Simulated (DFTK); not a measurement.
Runs of DFTK 0.8.2 on C. Symmetry: Fd-3m, No. 227, cubic system. The conventional cell has a = 3.567 Å, b = 3.567 Å, c = 3.567 Å, α = 90.00°, β = 90.00°, γ = 90.00°. C (site symmetry -43m) has 4 C at 1.54 Å as nearest neighbours. This isn't the form of C at room conditions, which is graphite.

```tsv
task	level	potentials or basis	k mesh	cutoff (eV)	SCF tolerance on the density	symmetries used	SCF solver	mesh quality	gap on the mesh (eV)	V0 of scaled cells (Å³/atom)	B0 (GPa)
single point	PBE0	cp2k.nc.sr.pbe.v0_1.largecore.gth (PBE, GTH)	3 × 3 × 3	1197	1e-05	no	-	coarse	6.36	-	-
band structure	BJ06	SG15 1.2 (PBE)	13 × 13 × 13	1225	1e-06	-	ScfAndersonSolver	not flagged	4.10	-	-
single point	HSE06	cp2k.nc.sr.pbe.v0_1.largecore.gth (PBE, GTH)	3 × 3 × 3	1197	1e-05	no	-	coarse	(a)	-	-
equation of state	PBEsol	dojo.nc.sr.pbesol.v0_4_1.standard.upf (PBEsol)	13 × 13 × 13	1116	1e-06	-	-	not flagged	-	5.63	(b)
equation of state	r2SCAN	cp2k.nc.sr.pbe.v0_1.semicore.gth (PBE, GTH)	8 × 8 × 8	2068	1e-06	-	-	coarse	-	5.67	442
```

Alike in all rows: no spin polarisation; cell as given; smearing fermi-dirac 0.05 eV.

Question: Fill in the values left out.

Answer: (a) 5.73; (b) 449.

Caveats: some runs use coarse meshes; the potentials were made for another functional, which shifts forces and pressure (some runs); an odd mesh through Γ misses points on the zone boundary, where band edges often lie (some runs); the program leaves the constant c of mgga_x_tb09 at 1, so the potential is Becke-Johnson's (BJ06) and not Tran and Blaha's, with levels but no total energy (some runs); this program's HSE differs a little from the usual definition (some runs); GTH potentials come without recommended cutoffs, and this one wasn't checked for convergence (some runs).

Runs at the PBE level aren't shown here.
